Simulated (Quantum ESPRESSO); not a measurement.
HfO2: Hubbard U from linear response under several settings

```
CELL_PARAMETERS angstrom
0.00000 2.55750 2.55750
2.55750 0.00000 2.55750
2.55750 2.55750 0.00000
ATOMIC_POSITIONS crystal
Hf 0.00000 0.00000 0.00000
O 0.75000 0.75000 0.75000
O 0.25000 0.25000 0.25000
```

Measurements of this composition are mostly on another form, of space group No. 14.

All runs used Quantum ESPRESSO 7.5; potentials GBRV 1.5 PBE; k mesh 6 × 6 × 6; given cell; no spin polarisation; cutoff 612 eV; occupations smeared at first, fixed for the response.

```csv
level,projectors,U typed (eV),q mesh,with V,state,U computed (eV)
PBE+U,atomic,0.0,2 × 2 × 2,no,insulator,Hf 1.8
PBE+U,atomic,2.0,2 × 2 × 2,no,insulator,Hf 1.8
PBE+U,atomic,4.0,2 × 2 × 2,no,insulator,Hf 1.7
PBE+U,atomic,6.0,2 × 2 × 2,no,insulator,?
PBE+U,atomic,8.0,2 × 2 × 2,no,insulator,Hf 1.7
```

Problem. What stands in the row left open?

Solution. U computed Hf 1.7 eV.

